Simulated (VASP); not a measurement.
# TiPt3 (Pm-3m) in VASP: further runs

One crystal, TiPt3, is run at these levels: PBE; tasks: density of states, electric field gradients.

Program: VASP 6.6.1. These are calculated values, not measurements. Logs are shortened: lines on timing, memory, paths and dates and some standing lists are left out, and cuts for length are marked.

## Step 1: The crystal as given

The structure is cubic, space group Pm-3m (No. 221). Conventional cell: a = 3.897 Å, b = 3.897 Å, c = 3.897 Å, α = 90.00°, β = 90.00°, γ = 90.00°. Ti (site symmetry m-3m) is surrounded by 12 Pt at 2.76 Å. Pt (site symmetry 4/mmm) has 4 Ti at 2.76 Å and 8 Pt at 2.76 Å as nearest neighbours.

## Step 2: Density of states, PBE

Contents of POSCAR:

```
TiPt3
1.0
    3.8970000000      0.0000000000      0.0000000000
    0.0000000000      3.8970000000      0.0000000000
    0.0000000000      0.0000000000      3.8970000000
Ti Pt
1 3
Direct
    0.0000000000      0.0000000000      0.0000000000
    0.0000000000      0.5000000000      0.5000000000
    0.5000000000      0.0000000000      0.5000000000
    0.5000000000      0.5000000000      0.0000000000
```

Contents of INCAR.step1:

```
PREC = Accurate ; ENCUT = 520
EDIFF = 1E-7 ; ISMEAR = -1
SIGMA = 0.05 ; LREAL = False
LASPH = True ; NELM = 100
ALGO = Normal ; ISIF = 2
LWAVE = False ; LCHARG = True
LMAXMIX = 4 ; GGA = PE
NBANDS = 29
```

Contents of KPOINTS.step1:

```
Automatic mesh
0
Gamma
  9 9 9
```

Contents of INCAR.step2:

```
PREC = Accurate ; ENCUT = 520
EDIFF = 1E-7 ; ISMEAR = -5
SIGMA = 0.05 ; LREAL = False
LASPH = True ; NELM = 100
ALGO = Normal ; ISIF = 2
LWAVE = False ; LCHARG = False
LMAXMIX = 4 ; GGA = PE
LORBIT = 11 ; NEDOS = 2001
ICHARG = 11
```

Contents of KPOINTS.step2:

```
Automatic mesh
0
Gamma
  14 14 14
```

Potentials or basis: VASP PAW PBE potentials, release 64 (Ti_sv, Pt).

The run is started by

```
$ cat potpaw_PBE.64/Ti_sv/POTCAR potpaw_PBE.64/Pt/POTCAR > POTCAR
$ cp INCAR.step1 INCAR
$ cp KPOINTS.step1 KPOINTS
$ mpirun -np 1 vasp_std > vasp.out
$ cp INCAR.step2 INCAR
$ cp KPOINTS.step2 KPOINTS
$ mpirun -np 1 vasp_std > vasp.out
```

OUTCAR:

```text
PREC = Accurate
   ENCUT = 520
   EDIFF = 1E-7
   ISMEAR = -5
   LREAL = False
   LASPH = True
   NELM = 100
   ISIF = 2
   GGA = PE
   LORBIT = 11
   ICHARG = 11

 ion  position               nearest neighbor table
   1  0.000  0.000  0.000-   2 2.76   3 2.76   4 2.76   2 2.76   3 2.76   2 2.76   4 2.76   2 2.76
                             3 2.76   4 2.76   3 2.76   4 2.76
   2  0.000  0.500  0.500-   1 2.76   3 2.76   4 2.76   1 2.76   4 2.76   1 2.76   3 2.76   1 2.76
                             3 2.76   4 2.76   4 2.76   3 2.76
   3  0.500  0.000  0.500-   1 2.76   2 2.76   4 2.76   1 2.76   4 2.76   2 2.76   4 2.76   4 2.76
                             1 2.76   2 2.76   1 2.76   2 2.76
   4  0.500  0.500  0.000-   1 2.76   2 2.76   3 2.76   2 2.76   3 2.76   1 2.76   3 2.76   3 2.76
                             1 2.76   2 2.76   2 2.76   1 2.76

  LATTYP: Found a simple cubic cell.
 ALAT       =     3.8970000000

  Lattice vectors:

 A1 = (   3.8970000000,   0.0000000000,   0.0000000000)
 A2 = (   0.0000000000,   3.8970000000,   0.0000000000)
 A3 = (   0.0000000000,   0.0000000000,   3.8970000000)

Analysis of symmetry for initial positions (statically):
=====================================================================
 Subroutine PRICEL returns:
 Original cell was already a primitive cell.

 Routine SETGRP: Setting up the symmetry group for a
 simple cubic supercell.

 Subroutine GETGRP returns: Found 48 space group operations
 (whereof 48 operations were pure point group operations)
 out of a pool of 48 trial point group operations.

The static configuration has the point symmetry O_h .

Analysis of symmetry for dynamics (positions and initial velocities):
=====================================================================
 Subroutine PRICEL returns:
 Original cell was already a primitive cell.

 Routine SETGRP: Setting up the symmetry group for a
 simple cubic supercell.

 Subroutine GETGRP returns: Found 48 space group operations
 (whereof 48 operations were pure point group operations)
 out of a pool of 48 trial point group operations.

The dynamic configuration has the point symmetry O_h .

 Subroutine INISYM returns: Found 48 space group operations
 (whereof 48 operations are pure point group operations),
 and found     1 'primitive' translations

----------------------------------------------------------------------------------------

                                     Primitive cell

  volume of cell :      59.1822

  direct lattice vectors                    reciprocal lattice vectors
     3.897000000  0.000000000  0.000000000     0.256607647  0.000000000  0.000000000
     0.000000000  3.897000000  0.000000000     0.000000000  0.256607647  0.000000000
     0.000000000  0.000000000  3.897000000     0.000000000  0.000000000  0.256607647

  length of vectors
     3.897000000  3.897000000  3.897000000     0.256607647  0.256607647  0.256607647

  position of ions in fractional coordinates (direct lattice)
     0.000000000  0.000000000  0.000000000
     0.000000000  0.500000000  0.500000000
     0.500000000  0.000000000  0.500000000
     0.500000000  0.500000000  0.000000000

  ion indices of the primitive-cell ions
   primitive index   ion index
                 1           1
                 2           2
                 3           3
                 4           4

----------------------------------------------------------------------------------------

 KPOINTS: Automatic mesh

Automatic generation of k-mesh.
 Grid dimensions read from file:
 generate k-points for:   14   14   14

 Generating k-lattice:

  Cartesian coordinates                     Fractional coordinates (reciprocal lattice)
     0.018329118  0.000000000  0.000000000     0.071428571  0.000000000  0.000000000
     0.000000000  0.018329118  0.000000000     0.000000000  0.071428571  0.000000000
     0.000000000  0.000000000  0.018329118     0.000000000  0.000000000  0.071428571

  Length of vectors
     0.018329118  0.018329118  0.018329118

  Shift w.r.t. Gamma in fractional coordinates (k-lattice)
     0.000000000  0.000000000  0.000000000

 TETIRR: Found   1360 inequivalent tetrahedra from    16464

 Subroutine IBZKPT returns following result:
 ===========================================

 Found    120 irreducible k-points:

 Following reciprocal coordinates:
            Coordinates               Weight
  0.000000  0.000000  0.000000      1.000000
  0.071429  0.000000  0.000000      6.000000
  0.142857  0.000000  0.000000      6.000000
  0.214286  0.000000  0.000000      6.000000
  0.285714  0.000000  0.000000      6.000000
  0.357143  0.000000  0.000000      6.000000
[... 16 lines left out ...]
  0.285714  0.214286  0.000000     24.000000
  0.357143  0.214286  0.000000     24.000000
 [... further k-points ...]
   k-points           NKPTS =    120   k-points in BZ     NKDIM =    120   number of bands    NBANDS=     25
   number of dos      NEDOS =   2001   number of ions     NIONS =      4
   total plane-waves  NPLWV =  27000
   dimension x,y,z NGX =    30 NGY =   30 NGZ =   30
   dimension x,y,z NGXF=    60 NGYF=   60 NGZF=   60
   ions per type =               1   3
   NGX,Y,Z   is equivalent  to a cutoff of  12.80, 12.80, 12.80 a.u.
   NGXF,Y,Z  is equivalent  to a cutoff of  25.60, 25.60, 25.60 a.u.
 SYSTEM =  unknown system
   PREC   = accura    normal or accurate (medium, high low for compatibility)
   ISTART =      0    job   : 0-new  1-cont  2-samecut
   ICHARG =     11    charge: 1-file 2-atom 10-const
   ISPIN  =      1    spin polarized calculation?
   LNONCOLLINEAR =      F non collinear calculations
   LSORBIT =      F    spin-orbit coupling
   LASPH  =      T    aspherical Exc in radial PAW
   ENCUT  =  520.0 eV  38.22 Ry    6.18 a.u.   7.25  7.25  7.25*2*pi/ulx,y,z
   NELM   =    100;   NELMIN=  2; NELMDL=  0     # of ELM steps
   EDIFF  = 0.1E-06   stopping-criterion for ELM
   LREAL  =      F    real-space projection
   EDIFFG = 0.1E-05   stopping-criterion for IOM
   NSW    =      0    number of steps for IOM
   IBRION =     -1    ionic relax: 0-MD 1-quasi-New 2-CG
   NFREE  =      0    steps in history (QN), initial steepest desc. (CG)
   ISIF   =      2    stress and relaxation
   ISYM   =      2    0-nonsym 1-usesym 2-fastsym
   POTIM  = 0.5000    time-step for ionic-motion
   TEBEG  =    0.0;   TEEND  =   0.0 temperature during run
   PSTRESS=    0.0 pullay stress
   NELECT =      42.0000    total number of electrons
   NUPDOWN=      -1.0000    fix difference up-down
   EMIN   =  10.00;   EMAX   =-10.00  energy-range for DOS
   EFERMI =   0.00;   METHOD = LEGACY
   ISMEAR =    -5;   SIGMA  =   0.05  broadening in eV -4-tet -1-fermi 0-gaus
   EFERMI_NEDOS =   21; number of points for ismear=-14 and -15
   IALGO  =     38    algorithm
   IMIX   =      4    mixing-type and parameters
     AMIX     =   0.40;   BMIX     =  1.00
     AMIX_MAG =   1.60;   BMIX_MAG =  1.00
  volume/ion in A,a.u.               =      14.80        99.85
  Fermi-wavevector in a.u.,A,eV,Ry     =   1.460251  2.759474 29.012153  2.132333
  Thomas-Fermi vector in A             =   2.576723
   LORBIT       =     11    0 simple, 1 ext, 2 COOP (PROOUT), +10 PAW based schemes
   GGA     = PE    functional components
   LHFCALC =     F    Hartree Fock is set to
   AEXX    =    0.0000 exact exchange contribution
   IVDW    =     0    specifies the selected vdW correction
   LEPSILON=     F    determine dielectric tensor
   LRPA    =     F    only Hartree local field effects (RPA)
 non-spin polarized calculation
 Fermi weights with tetrahedron method with Bloechl corrections
  energy-cutoff  :      520.00
  volume of cell :       59.18
 maximum number of plane-waves:      1628
 NGX is ok and might be reduce to    30

 number of electron      41.9999997 magnetization

 Free energy of the ion-electron system (eV)
  ---------------------------------------------------
  ext. energy  EPLUGINS =         0.00000000
  ---------------------------------------------------
  free energy    TOTEN  =       -29.48571091 eV

  energy without entropy =      -29.48571091  energy(sigma->0) =      -29.48571091

 E-fermi :  11.8821     XC(G=0): -13.2833

 val. band max:       11.9172093498   @ k =   0.3571   0.0000   0.0000
 cond. band min:      11.8973729707   @ k =   0.5000   0.5000   0.4286
 fundamental gap:     -0.0198363790
 Fermi energy:        11.8820522765

 k-point     1 :       0.0000    0.0000    0.0000
  band No.  band energies     occupation
      1     -46.3151      2.00000
      2     -22.5344      2.00000
      3     -22.5344      2.00000
      4     -22.5344      2.00000
      5       1.6429      2.00000
      6       4.4382      2.00000
[... 17 lines left out ...]
     24      13.4595      0.00000
     25      13.4596      0.00000

 k-point     2 :       0.0714    0.0000    0.0000
  band No.  band energies     occupation
      1     -46.3150      2.00000
      2     -22.5358      2.00000
      3     -22.5346      2.00000
      4     -22.5346      2.00000
      5       1.7111      2.00000
      6       4.4817      2.00000
[... 17 lines left out ...]
     24      13.2803      0.00000
     25      13.4057      0.00000

 k-point     3 :       0.1429    0.0000    0.0000
  band No.  band energies     occupation
      1     -46.3147      2.00000
      2     -22.5398      2.00000
      3     -22.5353      2.00000
      4     -22.5353      2.00000
      5       1.9129      2.00000
      6       4.6079      2.00000
[... 552 lines left out ...]
 k-point    23 :       0.2857    0.2143    0.0000
  band No.  band energies     occupation
      1     -46.3135      2.00000
      2     -22.5520      2.00000
      3     -22.5442      2.00000
      4     -22.5388      2.00000
      5       3.1823      2.00000
      6       5.3849      2.00000
[... 17 lines left out ...]
     24      12.6004      0.00000
     25      13.2061      0.00000

 k-point    24 :       0.3571    0.2143    0.0000
  band No.  band energies     occupation
      1     -46.3132      2.00000
      2     -22.5560      2.00000
      3     -22.5449      2.00000
      4     -22.5397      2.00000
      5       3.6460      2.00000
      6       5.4965      2.00000
[... 17 lines left out ...]
     24      12.5112      0.00000
     25      13.1860      0.00000

 [... further k-points ...]

------------------------ aborting loop because EDIFF is reached ----------------------------------------

  FORCE on cell =-STRESS in cart. coord.  units (eV):
  Direction    XX          YY          ZZ          XY          YZ          ZX
  --------------------------------------------------------------------------------------
  -------------------------------------------------------------------------------------
  Total        3.6776102      3.6776102      3.6776102     -0.0000000      0.0000000      0.0000000
  in kB       99.5600405     99.5600405     99.5600405     -0.0000000      0.0000000      0.0000000
  external PRESSURE =      99.5600405 kB  Pullay stress =       0.0000000 kB

 VOLUME and BASIS-vectors are now :
 -----------------------------------------------------------------------------
  energy-cutoff  :      520.00
  volume of cell :       59.18
      direct lattice vectors                 reciprocal lattice vectors
     3.897000000  0.000000000  0.000000000     0.256607647  0.000000000  0.000000000
     0.000000000  3.897000000  0.000000000     0.000000000  0.256607647  0.000000000
     0.000000000  0.000000000  3.897000000     0.000000000  0.000000000  0.256607647

 POSITION                                       TOTAL-FORCE (eV/Angst)
 -----------------------------------------------------------------------------------
      0.00000      0.00000      0.00000         0.000000      0.000000      0.000000
      0.00000      1.94850      1.94850         0.000000      0.000000      0.000000
      1.94850      0.00000      1.94850         0.000000      0.000000      0.000000
      1.94850      1.94850      0.00000         0.000000      0.000000      0.000000
 -----------------------------------------------------------------------------------
    total drift:                                0.000000      0.000000     -0.000000

  FREE ENERGIE OF THE ION-ELECTRON SYSTEM (eV)
  ---------------------------------------------------
  free  energy   TOTEN  =       -29.4857109089 eV

  energy  without entropy=      -29.4857109089  energy(sigma->0) =      -29.48571091

 total charge

# of ion       s       p       d       tot
------------------------------------------
    1        2.214   6.162   1.784  10.160
    2        0.703   0.683   8.082   9.468
    3        0.703   0.683   8.082   9.468
    4        0.703   0.683   8.082   9.468
--------------------------------------------------
tot          4.324   8.209  26.031  38.564
```

It took 2.8 min on 1 thread of Intel Xeon Platinum 8488C (Sapphire Rapids), shared host; peak memory 0.29 GiB.

Results:

```
Valence electrons inside the program's atomic spheres : Ti 10.16; Pt 9.47
```

Levels at points of the mesh, in eV from the Fermi level:
| k point | band 19 | band 20 | band 21 | band 22 | band 23 | band 24 |
| --- | --- | --- | --- | --- | --- | --- |
| (0.00, 0.00, 0.00) | 0.03 | 0.03 | 1.39 | 1.39 | 1.58 | 1.58 |
| (0.50, 0.00, 0.00) | -2.63 | -1.40 | -0.22 | -0.22 | 0.04 | 0.45 |
| (0.50, 0.50, 0.00) | -2.47 | -2.32 | -2.28 | 0.20 | 0.20 | 0.36 |
| (0.50, 0.50, 0.50) | -0.70 | -0.70 | -0.47 | -0.47 | -0.47 | 1.19 |

States per cell in windows of 0.5 eV (zero at the Fermi level; states under -8 eV left out):
| from (eV) | total | Pt4_d | Pt2_d | Pt3_d | Ti1_d | Pt2_p | Pt3_p |
| --- | --- | --- | --- | --- | --- | --- | --- |
| -8.0 | 0.53 | 0.04 | 0.04 | 0.04 | 0.01 | 0.01 | 0.01 |
| -7.5 | 0.86 | 0.14 | 0.14 | 0.14 | 0.03 | 0.01 | 0.01 |
| -7.0 | 2.19 | 0.42 | 0.42 | 0.42 | 0.09 | 0.03 | 0.03 |
| -6.5 | 3.28 | 0.77 | 0.77 | 0.77 | 0.11 | 0.04 | 0.04 |
| -6.0 | 2.45 | 0.63 | 0.63 | 0.63 | 0.08 | 0.04 | 0.04 |
| -5.5 | 2.19 | 0.56 | 0.56 | 0.56 | 0.06 | 0.05 | 0.05 |
| -5.0 | 2.85 | 0.75 | 0.75 | 0.75 | 0.10 | 0.05 | 0.05 |
| -4.5 | 2.77 | 0.70 | 0.70 | 0.70 | 0.09 | 0.07 | 0.07 |
| -4.0 | 2.59 | 0.66 | 0.66 | 0.66 | 0.14 | 0.05 | 0.05 |
| -3.5 | 3.38 | 0.88 | 0.88 | 0.88 | 0.26 | 0.05 | 0.05 |
| -3.0 | 3.07 | 0.82 | 0.82 | 0.82 | 0.19 | 0.05 | 0.05 |
| -2.5 | 2.10 | 0.54 | 0.54 | 0.54 | 0.12 | 0.05 | 0.05 |
| -2.0 | 2.15 | 0.46 | 0.46 | 0.46 | 0.25 | 0.09 | 0.09 |
| -1.5 | 1.14 | 0.25 | 0.25 | 0.25 | 0.11 | 0.05 | 0.05 |
| -1.0 | 1.16 | 0.33 | 0.33 | 0.33 | 0.06 | 0.02 | 0.02 |
| -0.5 | 0.57 | 0.15 | 0.15 | 0.15 | 0.07 | 0.01 | 0.01 |
| 0.0 | 3.03 | 0.26 | 0.26 | 0.26 | 1.80 | 0.05 | 0.05 |
| 0.5 | 3.20 | 0.31 | 0.31 | 0.31 | 1.84 | 0.04 | 0.04 |
| 1.0 | 1.70 | 0.21 | 0.21 | 0.21 | 0.82 | 0.02 | 0.02 |
| 1.5 | 0.10 | 0.01 | 0.01 | 0.01 | 0.05 | 0.00 | 0.00 |
| 2.0 | 0.00 | 0.00 | 0.00 | 0.00 | 0.00 | 0.00 | 0.00 |
| 2.5 | 0.00 | 0.00 | 0.00 | 0.00 | 0.00 | 0.00 | 0.00 |
| 3.0 | 0.00 | 0.00 | 0.00 | 0.00 | 0.00 | 0.00 | 0.00 |
| 3.5 | 0.00 | 0.00 | 0.00 | 0.00 | 0.00 | 0.00 | 0.00 |

Caveat: tetrahedron occupations give inexact forces and stress in metals. The run has no spin-orbit coupling, so splittings on Pt are missing.

(Part 1 of 2 ends here.)
